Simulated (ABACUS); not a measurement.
## K under changes of volume

One of the cells (78.519 Å³/atom); the others are scaled copies at fixed shape and fractional positions:

```xyz
1
Lattice="-2.6976 2.6976 2.6976 2.6976 -2.6976 2.6976 2.6976 2.6976 -2.6976" Properties=species:S:1:pos:R:3 pbc="T T T"
K     0.0000    0.0000    0.0000
```

| Property | Result |
| --- | --- |
| Program | ABACUS 3.10.1 |
| Functional | PBE |
| Potentials or basis | PseudoDojo NC SR 0.4.1 PBE standard |
| Cutoff | 1007 eV |
| Density cutoff | 4027 eV |
| Basis | plane waves |
| k mesh | 7 × 7 × 7 |
| Occupations | fermi-dirac, width 0.05 eV |
| Spin | no spin polarisation |

| volume (Å³/atom) | energy over the lowest point (meV/atom) | pressure (GPa) |
| --- | --- | --- |
| 73.807 | 0.00 | 0.0 |
| 75.378 | 0.45 | -0.1 |
| 76.948 | 1.58 | -0.1 |
| 78.519 | 3.31 | -0.2 |
| 80.089 | 5.59 | -0.3 |
| 81.659 | 8.36 | -0.3 |
| 83.230 | ? | ? |

Question: What does the run at 83.230 Å³/atom give?

Answer: Energy over the lowest point 11.58 meV/atom; pressure -0.3 GPa.

Worked out: A Birch-Murnaghan fit of order 3 (a polynomial in V^(-2/3)) to the other rows has its minimum at 73.62 Å³/atom, just outside them, with B0 = V·E''(V) = 3.6 GPa and B' = 4.0. It gives 11.57 meV/atom at 83.230 Å³/atom, against the run's 11.58, and -dE/dV = -0.3 GPa, against -0.3.

Energies are extrapolated to zero smearing.
